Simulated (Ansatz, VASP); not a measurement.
Cs in VASP and in Ansatz

File INCAR:

```
SYSTEM = Cs
  ALGO = Normal
  EDIFF = 1E-7
  ENCUT = 520
  GGA = PE
  ISIF = 2
  ISMEAR = -1
  LASPH = .TRUE.
  LCHARG = .FALSE.
  LREAL = .FALSE.
  LWAVE = .FALSE.
  NBANDS = 10
  NELM = 60
  PREC = Accurate
  SIGMA = 0.05
```

Contents of KPOINTS:

```
k-points
0
G
  7 7 7
  0 0 0
```

File POSCAR:

```
Cs
1.0
   -2.8040122016      2.8040122016      4.1775974005
    2.8040122016     -2.8040122016      4.1775974005
    2.8040122016      2.8040122016     -4.1775974005
Cs
1
Direct
    0.0000000000      0.0000000000      0.0000000000
```

The input input.yaml:

```yaml
crystal:
  lattice:
    - [-2.8040122016, 2.8040122016, 4.1775974005]
    - [2.8040122016, -2.8040122016, 4.1775974005]
    - [2.8040122016, 2.8040122016, -4.1775974005]
  atoms:
    - { symbol: Cs, position: [0.0, 0.0, 0.0] }
hamiltonian:
  xc: pbe
  pseudopotentials: { kind: paw }
kpoints:
  mp_grid: { grid: [7, 7, 7] }
scf:
  occupations: { method: fermi_dirac, width: 0.05 }
output:
  forces: true
  stress: true
  eigenvalues: true
```

Change from the starting cell: volume scaled by 1.06.

Alike in both runs: task single point; functional PBE; k mesh 7 × 7 × 7; occupations fermi-dirac, width 0.05 eV; no spin polarisation.

|  | VASP | Ansatz |
| --- | --- | --- |
| version | VASP 6.6.1 | Ansatz 0.2.0 |
| potentials or method | VASP PAW PBE potentials, release 64 (Cs_sv) | Ansatz PAW |
| plane-wave cutoff (eV) | 520 | 420 |
| valence electrons in the cell | 9 | 9 |

```csv
,VASP,Ansatz,Ansatz less VASP
gap on the k mesh at the Fermi level (eV),none,none,-
pressure (GPa),-0.2,-0.2,+0.01
```

A gap of «none» marks a metal or a gap that the smearing closes. With one functional, cell and mesh, what is left measures potentials, basis and numerics.

Spin-orbit coupling is left out, which matters for the levels of Cs.
